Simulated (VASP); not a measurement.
# C in VASP: a series of runs

Runs on C. Level: LDA. Tasks: single point.

Program: VASP 6.6.1. These are calculated values, not measurements. Logs are shortened: lines on timing, memory, paths and dates and some standing lists are left out, and cuts for length are marked.

## Step 1: The slab as given

The cell holds a slab with vacuum, 8 atoms: a = 2.456 Å, b = 2.456 Å, c = 22.805 Å, α = 90.00°, β = 90.00°, γ = 120.00°.

The slab is cut from a database's or a generator's crystal, which needn't be the stable form of the element.

## Step 2: Single point, LDA

The input, INCAR:

```
SYSTEM = C
  PREC = Accurate
  ENCUT = 250
  EDIFF = 1E-7
  ISMEAR = 1
  SIGMA = 0.1
  LREAL = .False.
  LASPH = .True.
  NELM = 120
  ALGO = Normal
  ISIF = 2
  LWAVE = .False.
  LCHARG = .False.
  LDIPOL = .True.
  IDIPOL = 3
  DIPOL = 0.5 0.5 0.500
  NBANDS = 32
  LVHAR = .True.
  LVACPOTAV = .True.
```

The input, KPOINTS:

```
regular mesh
0
Gamma
  12 12 1
  0 0 0
```

The input, POSCAR:

```
C
1.0
    2.4560959400      0.0000000000      0.0000000000
   -1.2280479700      2.1270618200      0.0000000000
    0.0000000000      0.0000000000     22.8049153298
C
8
Direct
    0.5833794600      0.1667589200      0.2631011742
    0.9166205400      0.8332410800      0.2631011742
    0.0833794600      0.1667589200      0.4223496308
    0.4166205400      0.8332410800      0.4223496308
    0.5833794600      0.1667589200      0.5776503692
    0.9166205400      0.8332410800      0.5776503692
    0.0833794600      0.1667589200      0.7368988258
    0.4166205400      0.8332410800      0.7368988258
```

Potentials or basis: VASP PAW LDA potentials, release 64 (C).

Run with:

```
cat potpaw_LDA.64/C/POTCAR > POTCAR
mpirun -np 1 vasp_std > vasp.out
```

OUTCAR:

```text
SYSTEM = C
   PREC = Accurate
   ENCUT = 250
   EDIFF = 1E-7
   ISMEAR = 1
   LREAL = .False.
   LASPH = .True.
   NELM = 120
   ISIF = 2

 Found     43 irreducible k-points:

 Following reciprocal coordinates:
            Coordinates               Weight
  0.000000  0.000000  0.000000      1.000000
  0.083333 -0.000000  0.000000      4.000000
  0.000000  0.083333  0.000000      2.000000
  0.166667 -0.000000  0.000000      4.000000
  0.000000  0.166667  0.000000      2.000000
  0.250000 -0.000000  0.000000      4.000000
   k-points           NKPTS =     43   k-points in BZ     NKDIM =     43   number of bands    NBANDS=     32
   number of dos      NEDOS =    301   number of ions     NIONS =      8
   total plane-waves  NPLWV =  23520
   dimension x,y,z NGX =    14 NGY =   14 NGZ =  120
   dimension x,y,z NGXF=    28 NGYF=   28 NGZF=  240
   ions per type =               8
   NGX,Y,Z   is equivalent  to a cutoff of   9.48,  9.48,  8.75 a.u.
   NGXF,Y,Z  is equivalent  to a cutoff of  18.95, 18.95, 17.50 a.u.
 SYSTEM =  C
   PREC   = accura    normal or accurate (medium, high low for compatibility)
   ISTART =      0    job   : 0-new  1-cont  2-samecut
   ICHARG =      2    charge: 1-file 2-atom 10-const
   ISPIN  =      1    spin polarized calculation?
   LNONCOLLINEAR =      F non collinear calculations
   LSORBIT =      F    spin-orbit coupling
   LASPH  =      T    aspherical Exc in radial PAW
   ENCUT  =  250.0 eV  18.37 Ry    4.29 a.u.   3.17  3.17 29.40*2*pi/ulx,y,z
   NELM   =    120;   NELMIN=  2; NELMDL= -5     # of ELM steps
   EDIFF  = 0.1E-06   stopping-criterion for ELM
   LREAL  =      F    real-space projection
   EDIFFG = 0.1E-05   stopping-criterion for IOM
   NSW    =      0    number of steps for IOM
   IBRION =     -1    ionic relax: 0-MD 1-quasi-New 2-CG
   NFREE  =      0    steps in history (QN), initial steepest desc. (CG)
   ISIF   =      2    stress and relaxation
   ISYM   =      2    0-nonsym 1-usesym 2-fastsym
   POTIM  = 0.5000    time-step for ionic-motion
   TEBEG  =    0.0;   TEEND  =   0.0 temperature during run
   PSTRESS=    0.0 pullay stress
   NELECT =      32.0000    total number of electrons
   NUPDOWN=      -1.0000    fix difference up-down
   EMIN   =  10.00;   EMAX   =-10.00  energy-range for DOS
   EFERMI =   0.00;   METHOD = LEGACY
   ISMEAR =     1;   SIGMA  =   0.10  broadening in eV -4-tet -1-fermi 0-gaus
   EFERMI_NEDOS =   21; number of points for ismear=-14 and -15
   IALGO  =     38    algorithm
   IMIX   =      4    mixing-type and parameters
     AMIX     =   0.40;   BMIX     =  1.00
     AMIX_MAG =   1.60;   BMIX_MAG =  1.00
  volume/ion in A,a.u.               =      14.89       100.50
  Fermi-wavevector in a.u.,A,eV,Ry     =   1.056267  1.996054 15.180007  1.115699
  Thomas-Fermi vector in A             =   2.191496
   LORBIT       =      0    0 simple, 1 ext, 2 COOP (PROOUT), +10 PAW based schemes
   GGA     = CA    functional components
   LHFCALC =     F    Hartree Fock is set to
   AEXX    =    0.0000 exact exchange contribution
   IVDW    =     0    specifies the selected vdW correction
   LEPSILON=     F    determine dielectric tensor
   LRPA    =     F    only Hartree local field effects (RPA)
 non-spin polarized calculation
 Methfessel and Paxton  Order N= 1 SIGMA  =   0.10
  energy-cutoff  :      250.00
  volume of cell :      119.14
 maximum number of plane-waves:      1089
 NGX is ok and might be reduce to    14
   NGX =  7   NGY =  7   NGZ = 59

 dipolmoment           0.000000      0.000000     -0.000000 electrons x Angstroem

 number of electron      31.9999981 magnetization

 dipolmoment           0.000000      0.000000      0.000000 electrons x Angstroem

 Free energy of the ion-electron system (eV)
  ---------------------------------------------------
  ext. energy  EPLUGINS =         0.00000000
  ---------------------------------------------------
  free energy    TOTEN  =       -80.89824351 eV

  energy without entropy =      -80.89820885  energy(sigma->0) =      -80.89823196

 E-fermi :   0.9490     XC(G=0):  -6.8991

 val. band max:        0.9163678592   @ k =   0.3333   0.3333   0.0000
 cond. band min:       0.9807897324   @ k =   0.3333   0.3333   0.0000
 fundamental gap:      0.0644218732
 Fermi energy:         0.9490402421

 k-point     1 :       0.0000    0.0000    0.0000
  band No.  band energies     occupation
      1     -18.7883      2.00000
      2     -18.7463      2.00000
      3     -18.6994      2.00000
      4     -18.6400      2.00000
      5      -7.4319      2.00000
      6      -7.0629      2.00000
[... 20 lines left out ...]
     27       9.4889      0.00000
     28       9.5223      0.00000

 k-point     2 :       0.0833   -0.0000    0.0000
  band No.  band energies     occupation
      1     -18.6228      2.00000
      2     -18.5814      2.00000
      3     -18.5350      2.00000
      4     -18.4760      2.00000
      5      -7.2350      2.00000
      6      -6.8687      2.00000
[... 20 lines left out ...]
     27       9.5912      0.00000
     28      10.2033      0.00000

 k-point     3 :       0.0000    0.0833    0.0000
  band No.  band energies     occupation
      1     -18.6231      2.00000
      2     -18.5816      2.00000
      3     -18.5348      2.00000
      4     -18.4757      2.00000
      5      -7.2296      2.00000
      6      -6.8636      2.00000
[... 20 lines left out ...]
     27       9.5991      0.00000
     28      10.1498      0.00000

 k-point     4 :       0.1667   -0.0000    0.0000
  band No.  band energies     occupation
      1     -18.1274      2.00000
      2     -18.0875      2.00000
      3     -18.0423      2.00000
      4     -17.9845      2.00000
      5      -6.6208      2.00000
      6      -6.2639      2.00000
[... 20 lines left out ...]
     27       9.7545      0.00000
     28      10.5537      0.00000

 k-point     5 :       0.0000    0.1667    0.0000
  band No.  band energies     occupation
      1     -18.1275      2.00000
      2     -18.0877      2.00000
      3     -18.0423      2.00000
      4     -17.9845      2.00000
      5      -6.6279      2.00000
      6      -6.2601      2.00000
[... 20 lines left out ...]
     27       9.7491      0.00000
     28      10.6517      0.00000

 k-point     6 :       0.2500   -0.0000    0.0000
  band No.  band energies     occupation
      1     -17.3060      2.00000
      2     -17.2695      2.00000
      3     -17.2273      2.00000
      4     -17.1715      2.00000
      5      -6.5514      2.00000
      6      -6.5336      2.00000
[... 20 lines left out ...]
     27       9.0900      0.00000
     28       9.1253      0.00000

 [... further k-points ...]

 [bands above 28 left out]

------------------------ aborting loop because EDIFF is reached ----------------------------------------

  FORCE on cell =-STRESS in cart. coord.  units (eV):
  Direction    XX          YY          ZZ          XY          YZ          ZX
  --------------------------------------------------------------------------------------
  -------------------------------------------------------------------------------------
  Total      -17.8987452    -17.9536459    -18.1667310      0.0000000     -0.0000000      0.0000000
  in kB     -240.7017589   -241.4400618   -244.3056237      0.0000000     -0.0000000      0.0000000
  external PRESSURE =    -242.1491481 kB  Pullay stress =       0.0000000 kB

 VOLUME and BASIS-vectors are now :
 -----------------------------------------------------------------------------
  energy-cutoff  :      250.00
  volume of cell :      119.14
      direct lattice vectors                 reciprocal lattice vectors
     2.456095940  0.000000000  0.000000000     0.407150219  0.235066041  0.000000000
    -1.228047970  2.127061820  0.000000000     0.000000000  0.470132081  0.000000000
     0.000000000  0.000000000 22.804915330     0.000000000  0.000000000  0.043850196

 POSITION                                       TOTAL-FORCE (eV/Angst)
 -----------------------------------------------------------------------------------
      1.22805      0.35471      6.00000         0.000000     -0.027551      0.024038
      1.22805      1.77236      6.00000         0.000000      0.027551      0.024038
      0.00000      0.35471      9.63165        -0.000000     -0.033345      0.001623
     -0.00000      1.77236      9.63165         0.000000      0.033345      0.001623
      1.22805      0.35471     13.17327        -0.000000     -0.033345     -0.001623
      1.22805      1.77236     13.17327         0.000000      0.033345     -0.001623
      0.00000      0.35471     16.80492         0.000000     -0.027551     -0.024038
     -0.00000      1.77236     16.80492         0.000000      0.027551     -0.024038
 -----------------------------------------------------------------------------------
    total drift:                               -0.000000      0.000000      0.000000

  FREE ENERGIE OF THE ION-ELECTRON SYSTEM (eV)
  ---------------------------------------------------
  free  energy   TOTEN  =       -80.8982435148 eV

  energy  without entropy=      -80.8982088550  energy(sigma->0) =      -80.89823196

 vacuum level on the upper side and lower side of the slab         5.463         5.463
```

Run time: 40 s. Hardware: 1 thread of Intel Xeon 6975P-C (Granite Rapids), shared host; peak memory 0.15 GiB.

The run converged, but a check on its numbers failed (symmetry, net force, bounds or a known fault of this set-up), so they aren't taken as properties of the slab.

Caveat: the cutoff lies under the usual one of these potentials, so the numbers hold a large basis-set error.

## Step 3: Single point, LDA

This run uses another cell than the first one, of 13.59 Å³/atom, 0.912 times its volume.

Edit INCAR of step 2 so:

```diff
@@ -2,3 +2,3 @@
   PREC = Accurate
-  ENCUT = 250
+  ENCUT = 400
   EDIFF = 1E-7
```

The input, KPOINTS:

```
regular mesh
0
Gamma
  10 10 1
  0 0 0
```

The input, POSCAR:

```
C
1.0
    2.4560959400      0.0000000000      0.0000000000
   -1.2280479700      2.1270618200      0.0000000000
    0.0000000000      0.0000000000     20.8049153298
C
8
Direct
    0.5833794600      0.1667589200      0.2403278226
    0.9166205400      0.8332410800      0.2403278226
    0.0833794600      0.1667589200      0.4148850131
    0.4166205400      0.8332410800      0.4148850131
    0.5833794600      0.1667589200      0.5851149869
    0.9166205400      0.8332410800      0.5851149869
    0.0833794600      0.1667589200      0.7596721774
    0.4166205400      0.8332410800      0.7596721774
```

Potentials or basis: VASP PAW LDA potentials, release 64 (C).

Run with:

```
cat potpaw_LDA.64/C/POTCAR > POTCAR
mpirun -np 1 vasp_std > vasp.out
```

It took 44 s on 1 thread of Intel Xeon 6975P-C (Granite Rapids), shared host; peak memory 0.16 GiB.

The run converged, but some of its settings lie outside the range that counts as converged, so its numbers aren't taken as properties of the slab.

Results:

* Free energy: -80.9072 eV
* Largest force: 0.026 eV/Å
* Band gap on the k mesh: 1.38 eV, indirect (least direct gap 1.44 eV)
* Ionisation potential of the upper face: 5.24 eV

Caveat: the cutoff is under 1.25 times the usual one of these potentials, so pressure, stress and relaxed cells hold a basis-set (Pulay) error.

## Step 4: Single point, LDA

This run uses another cell than the first one, of 10.97 Å³/atom, 0.737 times its volume.

INCAR is that of step 3.

The input, KPOINTS:

```
regular mesh
0
Gamma
  15 15 1
  0 0 0
```

The input, POSCAR:

```
C
1.0
    2.4560959400      0.0000000000      0.0000000000
   -1.2280479700      2.1270618200      0.0000000000
    0.0000000000      0.0000000000     16.8049153298
C
8
Direct
    0.5833794600      0.1667589200      0.1785191976
    0.9166205400      0.8332410800      0.1785191976
    0.0833794600      0.1667589200      0.3946254676
    0.4166205400      0.8332410800      0.3946254676
    0.5833794600      0.1667589200      0.6053745324
    0.9166205400      0.8332410800      0.6053745324
    0.0833794600      0.1667589200      0.8214808024
    0.4166205400      0.8332410800      0.8214808024
```

Run with:

```
cat potpaw_LDA.64/C/POTCAR > POTCAR
mpirun -np 1 vasp_std > vasp.out
```

Wall time 63 s (1 thread of Intel Xeon 6975P-C (Granite Rapids), shared host); peak memory 0.18 GiB.

These settings aren't checked as converged: the numbers below hold their error.

What came out:

```
Free energy            : -80.8867 eV
Largest force          : 0.032 eV/Å
Band gap on the k mesh : 0.08 eV, direct
```

Caveat: the cutoff is under 1.25 times the usual one of these potentials, so pressure, stress and relaxed cells hold a basis-set (Pulay) error.

## Step 5: Single point, LDA

This run uses another cell than the first one, of 16.85 Å³/atom, 1.132 times its volume.

INCAR is that of step 4.

The input, KPOINTS:

```
regular mesh
0
Gamma
  10 10 1
  0 0 0
```

The input, POSCAR:

```
C
1.0
    2.4560959400      0.0000000000      0.0000000000
   -1.2280479700      2.1270618200      0.0000000000
    0.0000000000      0.0000000000     25.8049153298
C
8
Direct
    0.5833794600      0.1667589200      0.2906423022
    0.9166205400      0.8332410800      0.2906423022
    0.0833794600      0.1667589200      0.4313770236
    0.4166205400      0.8332410800      0.4313770236
    0.5833794600      0.1667589200      0.5686229764
    0.9166205400      0.8332410800      0.5686229764
    0.0833794600      0.1667589200      0.7093576978
    0.4166205400      0.8332410800      0.7093576978
```

Run with:

```
cat potpaw_LDA.64/C/POTCAR > POTCAR
mpirun -np 1 vasp_std > vasp.out
```

It took 78 s on 1 thread of Intel Xeon 6975P-C (Granite Rapids), shared host; peak memory 0.18 GiB.

The run converged, but some of its settings lie outside the range that counts as converged, so its numbers aren't taken as properties of the slab.

Results:

```yaml
Free_energy: -80.9079 eV
Largest_force: 0.026 eV/Å
Band_gap_on_the_k_mesh: 1.38 eV, indirect (least direct gap 1.44 eV)
Ionisation_potential_of_the_upper_face: 5.24 eV
```

Caveat: the cutoff is under 1.25 times the usual one of these potentials, so pressure, stress and relaxed cells hold a basis-set (Pulay) error.
